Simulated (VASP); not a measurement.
# Br (Immm) in VASP: further runs, part 2 of 2

VASP 6.6.1. The steps go on from the part before.

### 4 Single point, r2SCAN

INCAR

```
SYSTEM = Br
PREC = Normal ; ENCUT = 550
EDIFF = 1E-6 ; ISMEAR = 0
SIGMA = 0.05 ; LREAL = .False.
LASPH = .True. ; NELM = 100
ALGO = Normal ; ISIF = 2
LWAVE = .False. ; LCHARG = .False.
METAGGA = R2SCAN ; LMIXTAU = .True.
NBANDS = 10 ; ADDGRID = .False.
```

KPOINTS

```
regular mesh
0
Gamma
  8 8 8
  0 0 0
```

POSCAR

```
Br
1.0
   -1.2867684050      1.7199972000      3.5779911600
    1.2867684050     -1.7199972000      3.5779911600
    1.2867684050      1.7199972000     -3.5779911600
Br
1
Direct
    0.0000000000      0.0000000000      0.0000000000
```

Potentials or basis: VASP PAW PBE potentials, release 64 (Br).

On the command line:

```sh
> cat potpaw_PBE.64/Br/POTCAR > POTCAR
> mpirun -np 1 vasp_std > vasp.out
```

OUTCAR:

```text
SYSTEM = Br
   PREC = Normal
   ENCUT = 550
   EDIFF = 1E-6
   ISMEAR = 0
   LREAL = .False.
   LASPH = .True.
   NELM = 100
   ISIF = 2
   METAGGA = R2SCAN

 Found     95 irreducible k-points:

 Following reciprocal coordinates:
            Coordinates               Weight
  0.000000  0.000000  0.000000      1.000000
  0.125000  0.000000 -0.000000      4.000000
  0.250000  0.000000 -0.000000      4.000000
  0.375000  0.000000 -0.000000      4.000000
  0.500000  0.000000 -0.000000      2.000000
  0.000000  0.125000 -0.000000      4.000000
   k-points           NKPTS =     95   k-points in BZ     NKDIM =     95   number of bands    NBANDS=     10
   number of dos      NEDOS =    301   number of ions     NIONS =      1
   total plane-waves  NPLWV =  13824
   dimension x,y,z NGX =    24 NGY =   24 NGZ =   24
   dimension x,y,z NGXF=    48 NGYF=   48 NGZF=   48
   ions per type =               1
   NGX,Y,Z   is equivalent  to a cutoff of   9.56,  9.56,  9.56 a.u.
   NGXF,Y,Z  is equivalent  to a cutoff of  19.12, 19.12, 19.12 a.u.
 SYSTEM =  Br
   PREC   = normal    normal or accurate (medium, high low for compatibility)
   ISTART =      0    job   : 0-new  1-cont  2-samecut
   ICHARG =      2    charge: 1-file 2-atom 10-const
   ISPIN  =      1    spin polarized calculation?
   LNONCOLLINEAR =      F non collinear calculations
   LSORBIT =      F    spin-orbit coupling
   LASPH  =      T    aspherical Exc in radial PAW
   ENCUT  =  550.0 eV  40.42 Ry    6.36 a.u.   7.98  7.98  7.98*2*pi/ulx,y,z
   NELM   =    100;   NELMIN=  2; NELMDL= -5     # of ELM steps
   EDIFF  = 0.1E-05   stopping-criterion for ELM
   LREAL  =      F    real-space projection
   EDIFFG = 0.1E-04   stopping-criterion for IOM
   NSW    =      0    number of steps for IOM
   IBRION =     -1    ionic relax: 0-MD 1-quasi-New 2-CG
   NFREE  =      0    steps in history (QN), initial steepest desc. (CG)
   ISIF   =      2    stress and relaxation
   ISYM   =      2    0-nonsym 1-usesym 2-fastsym
   POTIM  = 0.5000    time-step for ionic-motion
   TEBEG  =    0.0;   TEEND  =   0.0 temperature during run
   PSTRESS=    0.0 pullay stress
   NELECT =       7.0000    total number of electrons
   NUPDOWN=      -1.0000    fix difference up-down
   EMIN   =  10.00;   EMAX   =-10.00  energy-range for DOS
   EFERMI =   0.00;   METHOD = LEGACY
   ISMEAR =     0;   SIGMA  =   0.05  broadening in eV -4-tet -1-fermi 0-gaus
   EFERMI_NEDOS =   21; number of points for ismear=-14 and -15
   IALGO  =     38    algorithm
   IMIX   =      4    mixing-type and parameters
     AMIX     =   0.40;   BMIX     =  1.00
     AMIX_MAG =   1.60;   BMIX_MAG =  1.00
  volume/ion in A,a.u.               =      31.68       213.76
  Fermi-wavevector in a.u.,A,eV,Ry     =   0.989764  1.870383 13.328717  0.979633
  Thomas-Fermi vector in A             =   2.121386
   LORBIT       =      0    0 simple, 1 ext, 2 COOP (PROOUT), +10 PAW based schemes
   METAGGA = R2SCAN    functional components
   LHFCALC =     F    Hartree Fock is set to
   AEXX    =    0.0000 exact exchange contribution
   IVDW    =     0    specifies the selected vdW correction
   LEPSILON=     F    determine dielectric tensor
   LRPA    =     F    only Hartree local field effects (RPA)
 non-spin polarized calculation
 Gauss-broadening in eV      SIGMA  =   0.05
  energy-cutoff  :      550.00
  volume of cell :       31.68
 maximum number of plane-waves:       942
   NGX = 15   NGY = 15   NGZ = 15

 number of electron       7.0000004 magnetization

 Free energy of the ion-electron system (eV)
  ---------------------------------------------------
  ext. energy  EPLUGINS =         0.00000000
  ---------------------------------------------------
  free energy    TOTEN  =       -13.19438535 eV

  energy without entropy =      -13.19308512  energy(sigma->0) =      -13.19373524

 E-fermi :  -0.2367     XC(G=0):  -8.6368

 val. band max:       -0.2455046833   @ k =   0.5000   0.5000  -0.0000
 cond. band min:      -0.2028780347   @ k =   0.1250   0.3750   0.0000
 fundamental gap:      0.0426266486
 Fermi energy:        -0.2367054903

 k-point     1 :       0.0000    0.0000    0.0000
  band No.  band energies     occupation
      1     -16.5509      2.00000
      2      -2.1435      2.00000
      3      -1.3907      2.00000
      4       4.1009      0.00000
      5       5.8436      0.00000
      6       9.8198      0.00000
      7      12.6240      0.00000
      8      13.6921      0.00000
      9      15.1850      0.00000
     10      20.9222      0.00000
[... 53 lines left out ...]
 k-point     6 :       0.0000    0.1250   -0.0000
  band No.  band energies     occupation
      1     -16.2402      2.00000
      2      -1.9908      2.00000
      3      -1.1564      2.00000
      4       1.8587      0.00000
      5       6.3547      0.00000
      6      10.0881      0.00000
      7      13.0472      0.00000
      8      15.6170      0.00000
      9      16.3892      0.00000
     10      16.8491      0.00000

 [... further k-points ...]

------------------------ aborting loop because EDIFF is reached ----------------------------------------

  FORCE on cell =-STRESS in cart. coord.  units (eV):
  Direction    XX          YY          ZZ          XY          YZ          ZX
  --------------------------------------------------------------------------------------
  -------------------------------------------------------------------------------------
  Total       -0.0248038     -0.0288390     -0.0077867     -0.0000000      0.0000000      0.0000000
  in kB       -1.2545884     -1.4586903     -0.3938550     -0.0000000      0.0000000      0.0000000
  external PRESSURE =      -1.0357112 kB  Pullay stress =       0.0000000 kB

 VOLUME and BASIS-vectors are now :
 -----------------------------------------------------------------------------
  energy-cutoff  :      550.00
  volume of cell :       31.68
      direct lattice vectors                 reciprocal lattice vectors
    -1.286768405  1.719997200  3.577991160     0.000000000  0.290698148  0.139743218
     1.286768405 -1.719997200  3.577991160     0.388570312  0.000000000  0.139743218
     1.286768405  1.719997200 -3.577991160     0.388570312  0.290698148  0.000000000

 POSITION                                       TOTAL-FORCE (eV/Angst)
 -----------------------------------------------------------------------------------
      0.00000      0.00000      0.00000         0.000000     -0.000000      0.000000
 -----------------------------------------------------------------------------------
    total drift:                                0.000000      0.000000     -0.000000

  FREE ENERGIE OF THE ION-ELECTRON SYSTEM (eV)
  ---------------------------------------------------
  free  energy   TOTEN  =       -13.1943853505 eV

  energy  without entropy=      -13.1930851215  energy(sigma->0) =      -13.19373524
```

Wall time 43 s (1 thread of Intel Xeon Platinum 8375C at 2.90GHz (Ice Lake), shared host); peak memory 0.16 GiB.

The run converged, but some of its settings lie outside the range that counts as converged, so its numbers aren't taken as properties of the crystal.

Results:

```yaml
Free_energy: -13.1944 eV
Pressure: -0.1 GPa
Band_gap_on_the_k_mesh: none (metal or under the smearing width)
```

Caveat: the k mesh is coarse (spacing up to 0.38 Å⁻¹), so the values aren't converged; the PAW data sets were made with another functional, which shifts forces and pressure a little; an odd number of electrons without spin polarisation forces a metal; a magnetic or distorted state may lie lower.

### 5 Single point, r2SCAN

INCAR

```
SYSTEM = Br
PREC = Accurate ; ENCUT = 550
EDIFF = 1E-6 ; ISMEAR = 0
SIGMA = 0.05 ; LREAL = Auto
LASPH = .True. ; NELM = 100
ALGO = Normal ; ISIF = 2
LWAVE = .False. ; LCHARG = .False.
METAGGA = R2SCAN ; LMIXTAU = .True.
NBANDS = 10 ; ADDGRID = .False.
```

KPOINTS is that of step 4.

POSCAR is that of step 4.

On the command line:

```sh
> cat potpaw_PBE.64/Br/POTCAR > POTCAR
> mpirun -np 1 vasp_std > vasp.out
```

Wall time 2 min (1 thread of Intel Xeon Platinum 8375C at 2.90GHz (Ice Lake), shared host); peak memory 0.19 GiB.

The run converged, but some of its settings lie outside the range that counts as converged, so its numbers aren't taken as properties of the crystal.

What came out:

- Free energy: -13.1951 eV
- Pressure: -0.1 GPa
- Band gap on the k mesh: none (metal or under the smearing width)

Caveat: the k mesh is coarse (spacing up to 0.38 Å⁻¹), so the values aren't converged; the PAW data sets were made with another functional, which shifts forces and pressure a little; an odd number of electrons without spin polarisation forces a metal; a magnetic or distorted state may lie lower.
